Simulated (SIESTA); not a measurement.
The system is NiO.

```
Ni O
1.0
     0.00000    2.08590    2.08590
     2.08590    0.00000    2.08590
     2.08590    2.08590    0.00000
Ni O
1 1
Direct
  0.00000 0.00000 0.00000
  0.50000 0.50000 0.50000
```

| Quantity | Value |
| --- | --- |
| Program | SIESTA 5.4.2 |
| Task | single point |
| Functional | PBEsol |
| Potentials or basis | PseudoDojo 0.4 standard (PBEsol files) |
| Basis | DZP (energy shift 0.003 Ry; two zetas on semicore shells) |
| Grid cutoff | 800 Ry |
| Energy shift | 0.003 Ry |
| k mesh | 11 × 11 × 11 |
| Occupations | fermi-dirac, width 0.05 eV |
| Spin | collinear spin, ferromagnetic start |
| Starting moments | [1.0, 0.0] μB |

On this cell: pressure -6.7 GPa; largest force zero by symmetry; net moment 1.43 μB per cell; site moments Ni +1.19; O +0.24 μB; band gap on the k mesh none (metal or under the smearing width).

The same run follows on a disturbed copy (atoms moved at random, drawn with an rms of 0.05 Å):

```
Ni O
1.0
     0.00000    2.08590    2.08590
     2.08590    0.00000    2.08590
     2.08590    2.08590    0.00000
Ni O
1 1
Direct
  0.99963 0.98326 0.01952
  0.50305 0.49315 0.49605
```

What does the disturbed cell give?

The energy (extrapolated to zero smearing) moves by +2.7 meV/atom; pressure -6.0 GPa; largest force 0.176 eV/Å; net moment 1.47 μB per cell; site moments Ni +1.21; O +0.26 μB; band gap on the k mesh none (metal or under the smearing width).

Forces in eV/Å, atoms in the order of the input:
```
Ni  -0.088 -0.127  0.085
O    0.087  0.128 -0.085
```

Stress tensor (GPa, compression positive):
```
-6.10  0.01  0.01
 0.01 -5.77 -0.01
 0.01 -0.01 -6.11
```

Caveats: short orbitals over semicore shells can move pressures by several GPa; the basis of atomic orbitals isn't converged, which shifts pressures, moduli and gaps; a cell with one magnetic atom can't hold antiferromagnetic order, which such compounds often take; semilocal functionals often make such compounds metallic where correlation or magnetic order opens a gap, which also shifts bond lengths.
